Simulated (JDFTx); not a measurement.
# GaP (F-43m) in JDFTx: reference runs, part 2 of 2

JDFTx 1.7.0 (patched build). Earlier steps stand in the parts before.

### 3 Equation of state, PBEsol, 19.03 Å³/atom (volume scaled by 0.94)

GaP.in reads:

```
lattice \
    0.0000000000     5.0448450685     5.0448450685 \
    5.0448450685     0.0000000000     5.0448450685 \
    5.0448450685     5.0448450685     0.0000000000
coords-type Lattice
ion Ga     0.0000000000     0.0000000000     0.0000000000 1
ion P      0.7500000000     0.7500000000     0.7500000000 1

ion-species pseudo/Ga.upf
ion-species pseudo/P.upf
elec-cutoff 40 320
elec-ex-corr gga-PBEsol
kpoint-folding 8 8 8
elec-smearing Fermi 0.0018374661
elec-n-bands 15
electronic-SCF nIterations 100 energyDiffThreshold 1e-09
electronic-minimize nIterations 30 energyDiffThreshold 1e-7
forces-output-coords Cartesian

dump-name run.$VAR
dump End Ecomponents EigStats BandEigs Kpoints Forces Stress
```

Potentials or basis: PseudoDojo-SR-PBEsol-0.4.1-standard with smoothed tails.

Run with:

```sh
$ jdftx -c 1 -i GaP.in -o GaP.out
```

It took 60 s on 1 thread of Intel Xeon Platinum 8488C (Sapphire Rapids), shared host; peak memory 0.13 GiB.

Results (log left out):

```
Free energy            : -2008.0412 eV
Pressure               : 5.3 GPa
Band gap on the k mesh : 1.38 eV, indirect (least direct gap 2.25 eV)
```

### 4 Equation of state, PBEsol, 19.43 Å³/atom (volume scaled by 0.96)

Edit GaP.in of step 3 so:

```diff
@@ -1,5 +1,5 @@
 lattice \
-    0.0000000000     5.0448450685     5.0448450685 \
-    5.0448450685     0.0000000000     5.0448450685 \
-    5.0448450685     5.0448450685     0.0000000000
+    0.0000000000     5.0803733169     5.0803733169 \
+    5.0803733169     0.0000000000     5.0803733169 \
+    5.0803733169     5.0803733169     0.0000000000
 coords-type Lattice
```

Run with:

```sh
$ jdftx -c 1 -i GaP.in -o GaP.out
```

It took 66 s on 1 thread of Intel Xeon Platinum 8488C (Sapphire Rapids), shared host; peak memory 0.13 GiB.

It converged, with:

* Free energy: -2008.0627 eV
* Pressure: 3.2 GPa
* Band gap on the k mesh: 1.43 eV, indirect (least direct gap 2.07 eV)

### 5 Equation of state, PBEsol, 19.84 Å³/atom (volume scaled by 0.98)

Edit GaP.in of step 4 so:

```diff
@@ -1,5 +1,5 @@
 lattice \
-    0.0000000000     5.0803733169     5.0803733169 \
-    5.0803733169     0.0000000000     5.0803733169 \
-    5.0803733169     5.0803733169     0.0000000000
+    0.0000000000     5.1154114815     5.1154114815 \
+    5.1154114815     0.0000000000     5.1154114815 \
+    5.1154114815     5.1154114815     0.0000000000
 coords-type Lattice
```

Run with:

```sh
$ jdftx -c 1 -i GaP.in -o GaP.out
```

It took 66 s on 1 thread of Intel Xeon Platinum 8488C (Sapphire Rapids), shared host; peak memory 0.13 GiB.

The run converged. Its results:

```yaml
Free_energy: -2008.0739 eV
Pressure: 1.2 GPa
Band_gap_on_the_k_mesh: 1.48 eV, indirect (least direct gap 1.90 eV)
```

### 6 Equation of state, PBEsol, 20.24 Å³/atom

Edit GaP.in of step 5 so:

```diff
@@ -1,5 +1,5 @@
 lattice \
-    0.0000000000     5.1154114815     5.1154114815 \
-    5.1154114815     0.0000000000     5.1154114815 \
-    5.1154114815     5.1154114815     0.0000000000
+    0.0000000000     5.1499761211     5.1499761211 \
+    5.1499761211     0.0000000000     5.1499761211 \
+    5.1499761211     5.1499761211     0.0000000000
 coords-type Lattice
```

Potentials or basis: PseudoDojo-SR-PBEsol-0.4.1-standard with smoothed tails.

Run with:

```sh
$ jdftx -c 1 -i GaP.in -o GaP.out
```

It took 64 s on 1 thread of Intel Xeon Platinum 8488C (Sapphire Rapids), shared host; peak memory 0.14 GiB.

It converged, with:

```
Free energy            : -2008.0758 eV
Pressure               : -0.5 GPa
Band gap on the k mesh : 1.52 eV, indirect (least direct gap 1.74 eV)
```

### 7 Equation of state, PBEsol, 20.65 Å³/atom (volume scaled by 1.02)

Edit GaP.in of step 6 so:

```diff
@@ -1,5 +1,5 @@
 lattice \
-    0.0000000000     5.1499761211     5.1499761211 \
-    5.1499761211     0.0000000000     5.1499761211 \
-    5.1499761211     5.1499761211     0.0000000000
+    0.0000000000     5.1840829172     5.1840829172 \
+    5.1840829172     0.0000000000     5.1840829172 \
+    5.1840829172     5.1840829172     0.0000000000
 coords-type Lattice
```

Run with:

```sh
$ jdftx -c 1 -i GaP.in -o GaP.out
```

It took 65 s on 1 thread of Intel Xeon Platinum 8488C (Sapphire Rapids), shared host; peak memory 0.13 GiB.

Results (log left out):

| Property | Result |
| --- | --- |
| Free energy | -2008.0693 eV |
| Pressure | -2.1 GPa |
| Band gap on the k mesh | 1.52 eV, indirect (least direct gap 1.57 eV) |

### 8 Equation of state, PBEsol, 21.05 Å³/atom (volume scaled by 1.04)

Edit GaP.in of step 7 so:

```diff
@@ -1,5 +1,5 @@
 lattice \
-    0.0000000000     5.1840829172     5.1840829172 \
-    5.1840829172     0.0000000000     5.1840829172 \
-    5.1840829172     5.1840829172     0.0000000000
+    0.0000000000     5.2177467367     5.2177467367 \
+    5.2177467367     0.0000000000     5.2177467367 \
+    5.2177467367     5.2177467367     0.0000000000
 coords-type Lattice
```

Potentials or basis: PseudoDojo-SR-PBEsol-0.4.1-standard with smoothed tails.

Run with:

```sh
$ jdftx -c 1 -i GaP.in -o GaP.out
```

The program printed:

```text
*************** JDFTx 1.7.0 (patched build) ***************

Input parsed successfully to the following command list (including defaults):
[... the input with its defaults ...]

---------- Setting up symmetries ----------

Found 48 point-group symmetries of the bravais lattice
Found 24 space-group symmetries with basis
Applied RMS atom displacement 0 bohrs to make symmetries exact.

---------- Initializing the Grid ----------
R =
[            0      5.21775      5.21775  ]
[      5.21775            0      5.21775  ]
[      5.21775      5.21775            0  ]
unit cell volume = 284.105
G =
[  -0.602098   0.602098   0.602098  ]
[   0.602098  -0.602098   0.602098  ]
[   0.602098   0.602098  -0.602098  ]
Minimum fftbox size, Smin = [  60  60  60  ]
Chosen fftbox size, S = [  60  60  60  ]

---------- Initializing tighter grid for wavefunction operations ----------
R =
[            0      5.21775      5.21775  ]
[      5.21775            0      5.21775  ]
[      5.21775      5.21775            0  ]
unit cell volume = 284.105
G =
[  -0.602098   0.602098   0.602098  ]
[   0.602098  -0.602098   0.602098  ]
[   0.602098   0.602098  -0.602098  ]
Minimum fftbox size, Smin = [  44  44  44  ]
Chosen fftbox size, S = [  48  48  48  ]

---------- Exchange Correlation functional ----------
[... 74 lines left out ...]
SCF: Cycle:  5   F: -73.794670290000525   dF: -4.045e-07   |Residual|: 2.022e-04   |deigs|: 2.424e-04
	FillingsUpdate:  mu: +0.283938965  nElectrons: 18.000000
SCF: Cycle:  6   F: -73.794670432620620   dF: -1.426e-07   |Residual|: 3.221e-05   |deigs|: 2.301e-04
	FillingsUpdate:  mu: +0.283933884  nElectrons: 18.000000
SCF: Cycle:  7   F: -73.794670477782276   dF: -4.516e-08   |Residual|: 2.301e-05   |deigs|: 4.057e-04
	FillingsUpdate:  mu: +0.283937259  nElectrons: 18.000000
SCF: Cycle:  8   F: -73.794670497742985   dF: -1.996e-08   |Residual|: 6.771e-06   |deigs|: 2.770e-04
	FillingsUpdate:  mu: +0.283936581  nElectrons: 18.000000
SCF: Cycle:  9   F: -73.794670503084589   dF: -5.342e-09   |Residual|: 3.416e-06   |deigs|: 2.195e-04
	FillingsUpdate:  mu: +0.283936594  nElectrons: 18.000000
SCF: Cycle: 10   F: -73.794670506473693   dF: -3.389e-09   |Residual|: 1.848e-06   |deigs|: 5.275e-04
	FillingsUpdate:  mu: +0.283936653  nElectrons: 18.000000
SCF: Cycle: 11   F: -73.794670507253514   dF: -7.798e-10   |Residual|: 1.553e-06   |deigs|: 2.495e-04
	FillingsUpdate:  mu: +0.283936621  nElectrons: 18.000000
SCF: Cycle: 12   F: -73.794670507802479   dF: -5.490e-10   |Residual|: 9.983e-07   |deigs|: 3.728e-04
SCF: Converged (|Delta E|<1.000000e-09 for 2 iters).

Setting wave functions to eigenvectors of Hamiltonian

# Stress tensor in Cartesian coordinates [Eh/a0^3]:
[  0.000118294            0            0  ]
[            0  0.000118294            0  ]
[            0            0  0.000118294  ]

# Ionic positions in lattice coordinates:
ion Ga   0.000000000000000   0.000000000000000   0.000000000000000 1
ion P   0.750000000000000   0.750000000000000   0.750000000000000 1

# Forces in Cartesian coordinates:
force Ga  -0.000000000000000   0.000000000000000   0.000000000000000 1
force P   0.000000000000000   0.000000000000000  -0.000000000000000 1

# Energy components:
   Eewald =      -47.6122629473488317
       EH =       26.4382438372311341
     Eloc =      -67.4902414896932896
      Enl =      -37.0457256157473083
      Exc =      -22.7413448664890829
 Exc_core =        9.5067582555236250
       KE =       65.1499023192338313
-------------------------------------
     Etot =      -73.7946705072899078
       TS =        0.0000000005125768
-------------------------------------
        F =      -73.7946705078024792

IonicMinimize: Iter:   0  F: -73.794670507802479  |grad|_K:       -nan
IonicMinimize: None of the convergence criteria satisfied after 0 iterations.

#--- Lowdin population analysis ---
# oxidation-state Ga +0.092
# oxidation-state P -0.049

Dumping 'run.eigStats' ...
	eMin: -0.279240 at state 20 ( [ +0.000000 +0.500000 +0.500000 ] spin 0 )
	HOMO: +0.257859 at state 0 ( [ +0.000000 +0.000000 +0.000000 ] spin 0 )
	mu  : +0.283937
	LUMO: +0.309993 at state 0 ( [ +0.000000 +0.000000 +0.000000 ] spin 0 )
	eMax: +0.710739 at state 20 ( [ +0.000000 +0.500000 +0.500000 ] spin 0 )
	HOMO-LUMO gap: +0.052134
	Optical gap  : +0.052134 at state 0 ( [ +0.000000 +0.000000 +0.000000 ] spin 0 )
Done!
[note: mu as printed may lie anywhere between the filled and the empty levels]
```

Wall time 69 s (1 thread of Intel Xeon Platinum 8488C (Sapphire Rapids), shared host); peak memory 0.14 GiB.

What came out:

```yaml
Free_energy: -2008.0553 eV
Pressure: -3.5 GPa
Band_gap_on_the_k_mesh: 1.42 eV, direct
```

### 9 Equation of state, PBEsol, 21.45 Å³/atom (volume scaled by 1.06)

Edit GaP.in of step 8 so:

```diff
@@ -1,5 +1,5 @@
 lattice \
-    0.0000000000     5.2177467367     5.2177467367 \
-    5.2177467367     0.0000000000     5.2177467367 \
-    5.2177467367     5.2177467367     0.0000000000
+    0.0000000000     5.2509816883     5.2509816883 \
+    5.2509816883     0.0000000000     5.2509816883 \
+    5.2509816883     5.2509816883     0.0000000000
 coords-type Lattice
```

Potentials or basis: PseudoDojo-SR-PBEsol-0.4.1-standard with smoothed tails.

Run with:

```sh
$ jdftx -c 1 -i GaP.in -o GaP.out
```

It took 70 s on 1 thread of Intel Xeon Platinum 8488C (Sapphire Rapids), shared host; peak memory 0.14 GiB.

Results (log left out):

```
Free energy            : -2008.0346 eV
Pressure               : -4.7 GPa
Band gap on the k mesh : 1.27 eV, direct
Loewdin charges        : Ga +0.09; P -0.05 e
```

### 10 Equation of state, PBEsol

Potentials or basis: PseudoDojo-SR-PBEsol-0.4.1-standard with smoothed tails.

This step only gathers the single runs of the series.

Results:

```
Equilibrium volume                      : 20.12 Å³/atom
Bulk modulus                            : 85 GPa
Pressure derivative of the bulk modulus : 4.5
```

Energy against volume, from the lowest point:
| volume (Å³/atom) | energy (meV/atom) |
| --- | --- |
| 19.026 | 17.29 |
| 19.431 | 6.51 |
| 19.836 | 0.93 |
| 20.240 | 0.00 |
| 20.645 | 3.25 |
| 21.050 | 10.24 |
| 21.455 | 20.56 |

### 11 How close it comes

Step 2. Measured gap of GaP: 2.34 eV (indirect; 10 K; quoted in “Stacking defects in GaP nanowires: Electronic structure and optical properties”, 2018, arxiv:1810.01194). This calculation gives 1.52 eV (-0.82 eV). Spin-orbit coupling on Ga is left out. The value is that of PBEsol on a finite k mesh, which can miss the band edges, without temperature or zero-point motion. Semilocal functionals fall short of measured gaps as a rule.

Step 10. Measured bulk modulus of GaP: 87.5 GPa (“Phosphorous dimerization in GaP at high pressure”, 2017, arxiv:1709.06667). This calculation gives 85 GPa (-3.3 %). The fit is for a static lattice scaled at fixed shape and fixed fractional positions.
